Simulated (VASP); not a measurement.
# LiCl (Pm-3m) in VASP: a series of runs

Runs on LiCl. Level: PBE. Tasks: single point, relaxation of cell and atoms.

Program: VASP 6.6.1. These are calculated values, not measurements. Logs are shortened: lines on timing, memory, paths and dates and some standing lists are left out, and cuts for length are marked.

### Step 1. Starting point

The structure is cubic, space group Pm-3m (No. 221). The conventional cell has a = 3.281 Å, b = 3.281 Å, c = 3.281 Å, α = 90.00°, β = 90.00°, γ = 90.00°. Li (site symmetry m-3m) is surrounded by 8 Cl at 2.84 Å. Cl (site symmetry m-3m) has 8 Li at 2.84 Å as nearest neighbours.

The cell was built by a generator and needn't be a form met in nature.

### Step 2. Single point, PBE

Contents of INCAR:

```
PREC = Accurate
ENCUT = 520
EDIFF = 1E-7
ISMEAR = -1
SIGMA = 0.02
LREAL = F
LASPH = T
NELM = 100
ALGO = Normal
ISIF = 2
LWAVE = F
LCHARG = F
GGA = PE
NBANDS = 12
```

Contents of KPOINTS:

```
regular mesh
0
Gamma
  8 8 8
```

Contents of POSCAR:

```
LiCl
1.0
    3.2810462828      0.0000000000      0.0000000000
    0.0000000000      3.2810462828      0.0000000000
    0.0000000000      0.0000000000      3.2810462828
Li Cl
1 1
Direct
    0.0000000000      0.0000000000      0.0000000000
    0.5000000000      0.5000000000      0.5000000000
```

Potentials or basis: VASP PAW PBE potentials, release 64 (Li_sv, Cl).

On the command line:

```sh
$ cat potpaw_PBE.64/Li_sv/POTCAR potpaw_PBE.64/Cl/POTCAR > POTCAR
$ mpirun -np 1 vasp_std > vasp.out
```

OUTCAR:

```text
PREC = Accurate
   ENCUT = 520
   EDIFF = 1E-7
   ISMEAR = -1
   LREAL = F
   LASPH = T
   NELM = 100
   ISIF = 2
   GGA = PE

 ion  position               nearest neighbor table
   1  0.000  0.000  0.000-
   2  0.500  0.500  0.500-

  LATTYP: Found a simple cubic cell.
 ALAT       =     3.2810462828

  Lattice vectors:

 A1 = (   3.2810462828,   0.0000000000,   0.0000000000)
 A2 = (   0.0000000000,   3.2810462828,   0.0000000000)
 A3 = (   0.0000000000,   0.0000000000,   3.2810462828)

Analysis of symmetry for initial positions (statically):
=====================================================================
 Subroutine PRICEL returns:
 Original cell was already a primitive cell.

 Routine SETGRP: Setting up the symmetry group for a
 simple cubic supercell.

 Subroutine GETGRP returns: Found 48 space group operations
 (whereof 48 operations were pure point group operations)
 out of a pool of 48 trial point group operations.

The static configuration has the point symmetry O_h .

Analysis of symmetry for dynamics (positions and initial velocities):
=====================================================================
 Subroutine PRICEL returns:
 Original cell was already a primitive cell.

 Routine SETGRP: Setting up the symmetry group for a
 simple cubic supercell.

 Subroutine GETGRP returns: Found 48 space group operations
 (whereof 48 operations were pure point group operations)
 out of a pool of 48 trial point group operations.

The dynamic configuration has the point symmetry O_h .

 Subroutine INISYM returns: Found 48 space group operations
 (whereof 48 operations are pure point group operations),
 and found     1 'primitive' translations

----------------------------------------------------------------------------------------

                                     Primitive cell

  volume of cell :      35.3213

  direct lattice vectors                    reciprocal lattice vectors
     3.281046283  0.000000000  0.000000000     0.304780827  0.000000000  0.000000000
     0.000000000  3.281046283  0.000000000     0.000000000  0.304780827  0.000000000
     0.000000000  0.000000000  3.281046283     0.000000000  0.000000000  0.304780827

  length of vectors
     3.281046283  3.281046283  3.281046283     0.304780827  0.304780827  0.304780827

  position of ions in fractional coordinates (direct lattice)
[... 79 lines left out ...]
   EDIFF  = 0.1E-06   stopping-criterion for ELM
   LREAL  =      F    real-space projection
   EDIFFG = 0.1E-05   stopping-criterion for IOM
   NSW    =      0    number of steps for IOM
   IBRION =     -1    ionic relax: 0-MD 1-quasi-New 2-CG
   NFREE  =      0    steps in history (QN), initial steepest desc. (CG)
   ISIF   =      2    stress and relaxation
   ISYM   =      2    0-nonsym 1-usesym 2-fastsym
   POTIM  = 0.5000    time-step for ionic-motion
   TEBEG  =    0.0;   TEEND  =   0.0 temperature during run
   PSTRESS=    0.0 pullay stress
   NELECT =      10.0000    total number of electrons
   NUPDOWN=      -1.0000    fix difference up-down
   EMIN   =  10.00;   EMAX   =-10.00  energy-range for DOS
   EFERMI =   0.00;   METHOD = LEGACY
   ISMEAR =    -1;   SIGMA  =   0.02  broadening in eV -4-tet -1-fermi 0-gaus
   EFERMI_NEDOS =   21; number of points for ismear=-14 and -15
   IALGO  =     38    algorithm
   IMIX   =      4    mixing-type and parameters
     AMIX     =   0.40;   BMIX     =  1.00
     AMIX_MAG =   1.60;   BMIX_MAG =  1.00
  volume/ion in A,a.u.               =      17.66       119.18
  Fermi-wavevector in a.u.,A,eV,Ry     =   1.074969  2.031396 15.722316  1.155558
  Thomas-Fermi vector in A             =   2.210812
   LORBIT       =      0    0 simple, 1 ext, 2 COOP (PROOUT), +10 PAW based schemes
   GGA     = PE    functional components
   LHFCALC =     F    Hartree Fock is set to
   AEXX    =    0.0000 exact exchange contribution
   IVDW    =     0    specifies the selected vdW correction
   LEPSILON=     F    determine dielectric tensor
   LRPA    =     F    only Hartree local field effects (RPA)
 non-spin polarized calculation
  energy-cutoff  :      520.00
  volume of cell :       35.32
 maximum number of plane-waves:       968
   NGX = 13   NGY = 13   NGZ = 13

 number of electron      10.0000016 magnetization

 Free energy of the ion-electron system (eV)
  ---------------------------------------------------
  ext. energy  EPLUGINS =         0.00000000
  ---------------------------------------------------
  free energy    TOTEN  =        -6.82157750 eV

  energy without entropy =       -6.82157750  energy(sigma->0) =       -6.82157750

 E-fermi :   1.9288     XC(G=0):  -8.5783

 val. band max:        1.4746705513   @ k =   0.5000   0.5000   0.0000
 cond. band min:       5.8724513125   @ k =   0.0000   0.0000   0.0000
 fundamental gap:      4.3977807612
 Fermi energy:         1.9287871904

 k-point     1 :       0.0000    0.0000    0.0000
  band No.  band energies     occupation
      1     -43.8467      2.00000
      2     -12.7178      2.00000
      3       0.6713      2.00000
      4       0.6713      2.00000
      5       0.6713      2.00000
      6       5.8725      0.00000
      7      10.1821      0.00000
      8      10.1821      0.00000
      9      14.6254      0.00000
     10      14.6254      0.00000
     11      14.6254      0.00000
     12      18.4521      0.00000
[... 331 lines left out ...]
 k-point    24 :       0.5000    0.3750    0.1250
  band No.  band energies     occupation
      1     -43.8417      2.00000
      2     -11.7378      2.00000
      3      -1.8144      2.00000
      4      -1.3707      2.00000
      5       0.9669      2.00000
      6       7.1364      0.00000
      7       9.9165      0.00000
      8      10.1264      0.00000
      9      13.2330      0.00000
     10      14.1349      0.00000
     11      15.9735      0.00000
     12      16.9536      0.00000

 [... further k-points ...]
[... 5 lines left out ...]
  --------------------------------------------------------------------------------------
  -------------------------------------------------------------------------------------
  Total       -0.0251115     -0.0251115     -0.0251115      0.0000000      0.0000000     -0.0000000
  in kB       -1.1390591     -1.1390591     -1.1390591      0.0000000      0.0000000     -0.0000000
  external PRESSURE =      -1.1390591 kB  Pullay stress =       0.0000000 kB

 VOLUME and BASIS-vectors are now :
 -----------------------------------------------------------------------------
  energy-cutoff  :      520.00
  volume of cell :       35.32
      direct lattice vectors                 reciprocal lattice vectors
     3.281046283  0.000000000  0.000000000     0.304780827  0.000000000  0.000000000
     0.000000000  3.281046283  0.000000000     0.000000000  0.304780827  0.000000000
     0.000000000  0.000000000  3.281046283     0.000000000  0.000000000  0.304780827

 POSITION                                       TOTAL-FORCE (eV/Angst)
 -----------------------------------------------------------------------------------
      0.00000      0.00000      0.00000         0.000000      0.000000      0.000000
      1.64052      1.64052      1.64052         0.000000      0.000000      0.000000
 -----------------------------------------------------------------------------------
    total drift:                                0.000000     -0.000000     -0.000000

  FREE ENERGIE OF THE ION-ELECTRON SYSTEM (eV)
  ---------------------------------------------------
  free  energy   TOTEN  =        -6.8215775012 eV

  energy  without entropy=       -6.8215775012  energy(sigma->0) =       -6.82157750
```

OSZICAR:

```text
N       E                     dE             d eps       ncg     rms          rms(c)
DAV:   1     0.391594449810E+02    0.39159E+02   -0.40055E+03   856   0.762E+02
DAV:   2    -0.447435147364E+01   -0.43634E+02   -0.40060E+02  1068   0.138E+02
DAV:   3    -0.689437346445E+01   -0.24200E+01   -0.24113E+01  1116   0.332E+01
DAV:   4    -0.694902183164E+01   -0.54648E-01   -0.54633E-01  1156   0.538E+00
DAV:   5    -0.694966663761E+01   -0.64481E-03   -0.64480E-03  1116   0.531E-01    0.295E+00
DAV:   6    -0.683162019825E+01    0.11805E+00   -0.24733E-01  1016   0.207E+00    0.198E+00
DAV:   7    -0.681989187541E+01    0.11728E-01   -0.76571E-02  1236   0.132E+00    0.103E+00
DAV:   8    -0.682155798584E+01   -0.16661E-02   -0.69750E-03   964   0.597E-01    0.208E-01
DAV:   9    -0.682152278062E+01    0.35205E-04   -0.30070E-04  1088   0.121E-01    0.100E-01
DAV:  10    -0.682158256464E+01   -0.59784E-04   -0.18500E-04   888   0.789E-02    0.661E-02
DAV:  11    -0.682157742285E+01    0.51418E-05   -0.27043E-05  1196   0.277E-02    0.329E-03
DAV:  12    -0.682157750117E+01   -0.78322E-07   -0.66736E-07  1032   0.620E-03
   1 F= -.68215775E+01 E0= -.68215775E+01  d E =-.102552E-11
```

stdout:

```text
POSCAR found type information on POSCAR LiCl
 POSCAR found :  2 types and       2 ions
 scaLAPACK will be used
 LDA part: xc-table for (Slater+PW92), standard interpolation
 POSCAR, INCAR and KPOINTS ok, starting setup
 FFT: planning ... GRIDC
 FFT: planning ... GRID_SOFT
 FFT: planning ... GRID
 WAVECAR not read
 entering main loop
```

Wall time 5.5 s (1 thread of AMD EPYC 9R45 (Zen 5), shared host); peak memory 0.11 GiB.

Results:

```
Free energy            : -6.8216 eV
Band gap on the k mesh : 4.40 eV, indirect (least direct gap 5.20 eV)
```

Caveat: the cutoff is under 1.25 times the usual one of these potentials, so pressure, stress and relaxed cells hold a basis-set (Pulay) error.

### Step 3. Relaxation of cell and atoms, PBE

This run uses another cell than the first one, of 10.34 Å³/atom, 0.586 times its volume.

Contents of INCAR:

```
PREC = Accurate ; ENCUT = 600
EDIFF = 1E-6 ; ISMEAR = -1
SIGMA = 0.02 ; LREAL = F
LASPH = T ; NELM = 100
ALGO = Normal ; ISIF = 3
LWAVE = F ; LCHARG = F
GGA = PE ; IBRION = 2
NSW = 80 ; EDIFFG = -0.005
```

KPOINTS is that of step 2.

Contents of POSCAR:

```
LiCl
1.0
    2.7450626617      0.0000000000      0.0000000000
    0.0000000000      2.7450626617      0.0000000000
    0.0000000000      0.0000000000      2.7450626617
Li Cl
1 1
Direct
    0.0000000000      0.0000000000      0.0000000000
    0.5000000000      0.5000000000      0.5000000000
```

Potentials or basis: VASP PAW PBE potentials, release 64 (Li_sv, Cl).

On the command line:

```sh
$ cat potpaw_PBE.64/Li_sv/POTCAR potpaw_PBE.64/Cl/POTCAR > POTCAR
$ mpirun -np 1 vasp_std > vasp.out
```

OUTCAR:

```text
PREC = Accurate
   ENCUT = 600
   EDIFF = 1E-6
   ISMEAR = -1
   LREAL = F
   LASPH = T
   NELM = 100
   ISIF = 3
   GGA = PE
   IBRION = 2
   NSW = 80
   EDIFFG = -0.005

 ion  position               nearest neighbor table
   1  0.000  0.000  0.000-   2 2.38   2 2.38   2 2.38   2 2.38   2 2.38   2 2.38   2 2.38   2 2.38

   2  0.500  0.500  0.500-   1 2.38   1 2.38   1 2.38   1 2.38   1 2.38   1 2.38   1 2.38   1 2.38

  LATTYP: Found a simple cubic cell.
 ALAT       =     2.7450626617

  Lattice vectors:

 A1 = (   2.7450626617,   0.0000000000,   0.0000000000)
 A2 = (   0.0000000000,   2.7450626617,   0.0000000000)
 A3 = (   0.0000000000,   0.0000000000,   2.7450626617)

Analysis of symmetry for initial positions (statically):
=====================================================================
 Subroutine PRICEL returns:
 Original cell was already a primitive cell.

 Routine SETGRP: Setting up the symmetry group for a
 simple cubic supercell.

 Subroutine GETGRP returns: Found 48 space group operations
 (whereof 48 operations were pure point group operations)
 out of a pool of 48 trial point group operations.

The static configuration has the point symmetry O_h .

Analysis of symmetry for dynamics (positions and initial velocities):
=====================================================================
 Subroutine PRICEL returns:
 Original cell was already a primitive cell.

 Routine SETGRP: Setting up the symmetry group for a
 simple cubic supercell.

 Subroutine GETGRP returns: Found 48 space group operations
 (whereof 48 operations were pure point group operations)
 out of a pool of 48 trial point group operations.

The dynamic configuration has the point symmetry O_h .

 Subroutine INISYM returns: Found 48 space group operations
 (whereof 48 operations are pure point group operations),
 and found     1 'primitive' translations

----------------------------------------------------------------------------------------

                                     Primitive cell
[... 84 lines left out ...]
   ICHARG =      2    charge: 1-file 2-atom 10-const
   ISPIN  =      1    spin polarized calculation?
   LNONCOLLINEAR =      F non collinear calculations
   LSORBIT =      F    spin-orbit coupling
   LASPH  =      T    aspherical Exc in radial PAW
   ENCUT  =  600.0 eV  44.10 Ry    6.64 a.u.   5.48  5.48  5.48*2*pi/ulx,y,z
   NELM   =    100;   NELMIN=  2; NELMDL= -5     # of ELM steps
   EDIFF  = 0.1E-05   stopping-criterion for ELM
   LREAL  =      F    real-space projection
   EDIFFG = -.5E-02   stopping-criterion for IOM
   NSW    =     80    number of steps for IOM
   IBRION =      2    ionic relax: 0-MD 1-quasi-New 2-CG
   NFREE  =      1    steps in history (QN), initial steepest desc. (CG)
   ISIF   =      3    stress and relaxation
   ISYM   =      2    0-nonsym 1-usesym 2-fastsym
   POTIM  = 0.5000    time-step for ionic-motion
   TEBEG  =    0.0;   TEEND  =   0.0 temperature during run
   PSTRESS=    0.0 pullay stress
   NELECT =      10.0000    total number of electrons
   NUPDOWN=      -1.0000    fix difference up-down
   EMIN   =  10.00;   EMAX   =-10.00  energy-range for DOS
   EFERMI =   0.00;   METHOD = LEGACY
   ISMEAR =    -1;   SIGMA  =   0.02  broadening in eV -4-tet -1-fermi 0-gaus
   EFERMI_NEDOS =   21; number of points for ismear=-14 and -15
   IALGO  =     38    algorithm
   IMIX   =      4    mixing-type and parameters
     AMIX     =   0.40;   BMIX     =  1.00
     AMIX_MAG =   1.60;   BMIX_MAG =  1.00
  volume/ion in A,a.u.               =      10.34        69.79
  Fermi-wavevector in a.u.,A,eV,Ry     =   1.284860  2.428034 22.461395  1.650866
  Thomas-Fermi vector in A             =   2.417029
   LORBIT       =      0    0 simple, 1 ext, 2 COOP (PROOUT), +10 PAW based schemes
   GGA     = PE    functional components
   LHFCALC =     F    Hartree Fock is set to
   AEXX    =    0.0000 exact exchange contribution
   IVDW    =     0    specifies the selected vdW correction
   LEPSILON=     F    determine dielectric tensor
   LRPA    =     F    only Hartree local field effects (RPA)
 conjugate gradient relaxation of ions
 non-spin polarized calculation
  energy-cutoff  :      600.00
  volume of cell :       20.69
 maximum number of plane-waves:       739
 NGX is ok and might be reduce to    24
   NGX = 11   NGY = 11   NGZ = 11

--------------------------------------- Ionic step        1  -------------------------------------------

 number of electron      10.0000004 magnetization

 Free energy of the ion-electron system (eV)
  ---------------------------------------------------
  ext. energy  EPLUGINS =         0.00000000
  ---------------------------------------------------
  free energy    TOTEN  =        -5.27446743 eV

  energy without entropy =       -5.27446743  energy(sigma->0) =       -5.27446743

 E-fermi :   8.3427     XC(G=0): -11.0166

 val. band max:        7.8496988508   @ k =   0.5000   0.5000   0.0000
 cond. band min:      10.4707068059   @ k =   0.5000   0.5000   0.5000
 fundamental gap:      2.6210079551
 Fermi energy:         8.3427108027
[... 728 lines left out ...]
--------------------------------------- Ionic step        5  -------------------------------------------

 number of electron      10.0000011 magnetization

 Free energy of the ion-electron system (eV)
  ---------------------------------------------------
  ext. energy  EPLUGINS =         0.00000000
  ---------------------------------------------------
  free energy    TOTEN  =        -6.80045370 eV

  energy without entropy =       -6.80045370  energy(sigma->0) =       -6.80045370

 E-fermi :   2.1116     XC(G=0):  -8.6411

 val. band max:        1.6100297691   @ k =   0.5000   0.5000   0.0000
 cond. band min:       6.0960198555   @ k =   0.0000   0.0000   0.0000
 fundamental gap:      4.4859900864
 Fermi energy:         2.1115582136
[... 317 lines left out ...]
  FREE ENERGIE OF THE ION-ELECTRON SYSTEM (eV)
  ---------------------------------------------------
  free  energy   TOTEN  =        -6.8004536966 eV

  energy  without entropy=       -6.8004536966  energy(sigma->0) =       -6.80045370

 reached required accuracy - stopping structural energy minimisation
```

CONTCAR:

```text
LiCl
   1.00000000000000
     3.2644706657854181    0.0000000000000000   -0.0000000000000000
     0.0000000000000000    3.2644706657854177   -0.0000000000000000
     0.0000000000000000    0.0000000000000000    3.2644706657854181
  Li              Cl
     1     1
Direct
     0.0000000000000000    0.0000000000000000    0.0000000000000000
     0.5000000000000000    0.5000000000000000    0.5000000000000000

  0.00000000E+00  0.00000000E+00  0.00000000E+00
  0.00000000E+00  0.00000000E+00  0.00000000E+00
```

Wall time 15 s (1 thread of AMD EPYC 9R45 (Zen 5), shared host); peak memory 0.1 GiB.

Results:

```
Free energy                            : -6.8005 eV
Relaxed volume                         : 17.39 Å³/atom
Relaxed cell                           : a = 3.264 Å, b = 3.264 Å, c = 3.264 Å, α = 90.00°, β = 90.00°, γ = 90.00°
Space group after relaxing (to 0.05 Å) : Pm-3m (No. 221)
Energy gained by relaxing              : 763.0 meV/atom
Ionic steps                            : 5
Pressure after relaxing                : 0.0 GPa
Band gap on the k mesh                 : 4.49 eV, indirect (least direct gap 5.29 eV)
```

The path:
```csv
step,energy change (eV),largest force (eV/Å),pressure (GPa),volume (Å³)
1,0.0000,0.0000,54.46,20.69
2,-1.5162,0.0000,1.94,33.10
3,-1.5239,0.0000,0.85,33.98
4,-1.5228,0.0000,-0.97,35.78
5,-1.5260,0.0000,-0.01,34.79
```

Final structure:
```
Li Cl
1.0
     3.26447    0.00000    0.00000
     0.00000    3.26447    0.00000
     0.00000    0.00000    3.26447
Li Cl
1 1
Direct
  0.00000 0.00000 0.00000
  0.50000 0.50000 0.50000
```

Levels at points of the mesh, in eV from the valence-band top:
```csv
k point,band 2,band 3,band 4,band 5,band 6,band 7,band 8,band 9
"(0.00, 0.00, 0.00)",-14.27,-0.83,-0.83,-0.83,4.49,8.68,8.68,13.24
"(0.50, 0.00, 0.00)",-13.75,-3.97,-0.35,-0.35,5.86,9.67,10.22,10.55
"(0.50, 0.50, 0.00)",-13.23,-3.37,-3.37,0.00,5.29,9.85,9.85,10.66
"(0.50, 0.50, 0.50)",-12.78,-2.50,-2.50,-2.50,5.17,5.17,5.17,12.32
```

Caveat: the cutoff is under 1.25 times the usual one of these potentials, so pressure, stress and relaxed cells hold a basis-set (Pulay) error; the volume moved by over 15 % at a fixed basis, so the end points are rough. A k mesh can miss the band edges.
